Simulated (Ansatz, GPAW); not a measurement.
Given: the input of a run of Ansatz 0.2.0 on Fe2Ge. The cell comes from a database or a generator and needn't be the stable form of this composition.

Contents of input.yaml:

```yaml
crystal:
  lattice:
    - [4.1636340796, 0.0, 0.0]
    - [-2.0818170398, 3.605812885, 0.0]
    - [0.0, 0.0, 2.626466]
  atoms:
    - { symbol: Ge, position: [0.0, 0.0, 0.0] }
    - { symbol: Fe, position: [0.3333333333, 0.6666666667, 0.5], spin: 3.0 }
    - { symbol: Fe, position: [0.6666666667, 0.3333333333, 0.5], spin: 3.0 }
kpoints:
  mp_grid: { grid: [7, 7, 10] }
scf:
  occupations: { method: fermi_dirac, width: 0.05 }
hamiltonian:
  xc: pbesol
  pseudopotentials: { kind: all_electron, lapw: { basis_error: 0.001 } }
magnetization:
  spin_polarized: true
output:
  forces: true
  stress: true
  eigenvalues: true
  populations: true
```

Potentials or basis: all-electron LAPW, scalar-relativistic.

Command:

```sh
$ ansatz run input.yaml --threads 4 --pin off --max-ram 12288MiB --backend cpu --events-out ev --progress --plain --runs-dir out
```

Q: What does the same run look like in GPAW 26.7.0 (ASE script)? Potentials or basis there: PAW data sets generated for this functional, cutoff 600 eV.

A: As run (cutoffs and basis follow the program's own potentials, and thresholds, step limits or extra output files can differ):

The input run.py:

```python
from ase import Atoms
from ase.dft.bandgap import bandgap
from ase.io import write
from ase.units import Bohr, GPa
from gpaw import GPAW, PW, setup_paths
from gpaw.elf import elf_from_dft_calculation

setup_paths.insert(0, '.')

atoms = Atoms(['Ge', 'Fe', 'Fe'],
              cell=[[4.1636340796, 0.0, 0.0],
                    [-2.0818170398, 3.605812885, 0.0],
                    [0.0, 0.0, 2.626466]],
              scaled_positions=[[0.0, 0.0, 0.0],
                                [0.3333333333, 0.6666666667, 0.5],
                                [0.6666666667, 0.3333333333, 0.5]],
              pbc=True)
atoms.set_initial_magnetic_moments([0.0, 3.0, 3.0])

calc = GPAW(mode=PW(600),
            xc='PBEsol',
            kpts={'size': (7, 7, 10), 'gamma': True},
            occupations={'name': 'fermi-dirac', 'width': 0.05},
            nbands=23,
            convergence={'density': 1e-05, 'energy': 1e-05},
            maxiter=150,
            txt='gpaw.txt')
atoms.calc = calc
energy = atoms.get_potential_energy()
forces = atoms.get_forces()
stress = atoms.get_stress()
calc.write('gs.gpw')
write('result.traj', atoms)
print(f'Energy: {energy:.6f} eV')
print('Forces (eV/A):')
print(forces.round(4))
print('Stress (GPa):', (stress / GPa).round(3))
print('Moments:', calc.get_magnetic_moments().round(3))
print('Fermi level:', round(calc.get_fermi_level(), 4), 'eV')
print(f'Gap: {bandgap(calc)[0]:.4f} eV, direct: {bandgap(calc, direct=True)[0]:.4f} eV')

# fields on the real-space grid
write('density.cube', atoms, data=calc.get_pseudo_density() * Bohr**3)
write('potential.cube', atoms, data=calc.get_electrostatic_potential())
write('spin.cube', atoms, data=(calc.get_pseudo_density(spin=0) - calc.get_pseudo_density(spin=1)) * Bohr**3)
write('elf.cube', atoms, data=elf_from_dft_calculation(calc).data)
```

Potentials or basis: PAW data sets generated in the run's folder for this functional, pw.

Launch:

```sh
$ gpaw-setup -f PBEsol Fe Ge
$ OMP_NUM_THREADS=1 python run.py
```

Both were run:

|  | Ansatz | GPAW |
| --- | --- | --- |
| Pressure | -7.0 GPa | -5.8 GPa |
| Net moment | 5.05 μB per cell | 5.03 μB per cell |

Where Ansatz's input types no cutoff or centring, it takes its own default and a Γ-centred mesh.

The magnetic state is the one that the start led to; the real crystal's order can differ.

Pressure is positive in compression.
